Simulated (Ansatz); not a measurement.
```yaml
crystal:
  lattice:
    - [0.00000, 2.41524, 2.41524]
    - [2.41524, 0.00000, 2.41524]
    - [2.41524, 2.41524, 0.00000]
  atoms:
    - { symbol: Hf, position: [0.00000, 0.00000, 0.00000] }
    - { symbol: O, position: [0.25000, 0.25000, 0.25000] }
    - { symbol: O, position: [0.75000, 0.75000, 0.75000] }
```

PBE in Ansatz, hard PAW set made for 700 eV, wave cutoff 700 eV, 4×4×4 mesh, fixed fractional positions. No spin-orbit coupling. The pressure is 55.8 GPa and the gap on the mesh 4.11 eV.

(1) The cell is scaled evenly to 1.128 times its volume. What pressure and gap follow, and what mean bulk modulus do the two pressures imply?

## Answers

(1) 11.1 GPa, gap 3.84 eV; B = −ΔP/Δln V ≈ 372 GPa over this range.

The cell is a model at fixed atoms and needn't be the relaxed known crystal. The mesh is coarse, so these values aren't converged.
